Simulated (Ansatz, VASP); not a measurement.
**Two plane-wave programs on Rh**

```xyz
1
Lattice="0.0000 1.8979 1.9358 1.8979 0.0000 1.9358 1.8979 1.8979 0.0000" Properties=species:S:1:pos:R:3 pbc="T T T"
Rh    0.0000    0.0000    0.0000
```

Alike in both runs: functional PBE; k mesh 10 × 10 × 10; occupations fermi-dirac, width 0.05 eV; no spin polarisation.

```csv
,VASP,Ansatz
version,VASP 6.6.1,Ansatz 0.2.0
potentials or method,"VASP PAW PBE potentials, release 64 (Rh_pv)",Ansatz PAW
plane-wave cutoff (eV),520,420
valence electrons in the cell,15,17
task,single point,band structure
```

Ansatz gave:

```
gap on the k mesh at the Fermi level (eV)       : none
pressure (GPa)                                  : 1.9
largest component of the traceless stress (GPa) : 3.01
```

**Question.** Which values does VASP return?

**Answer.** gap on the k mesh at the Fermi level (eV): none; pressure (GPa): 1.9; largest component of the traceless stress (GPa): 3.00.

A gap of «none» marks a metal or a gap that the smearing closes. The functional is the same, so the differences come from potentials, cutoffs and numerics. The two sets of potentials don't hold the same shells in valence.
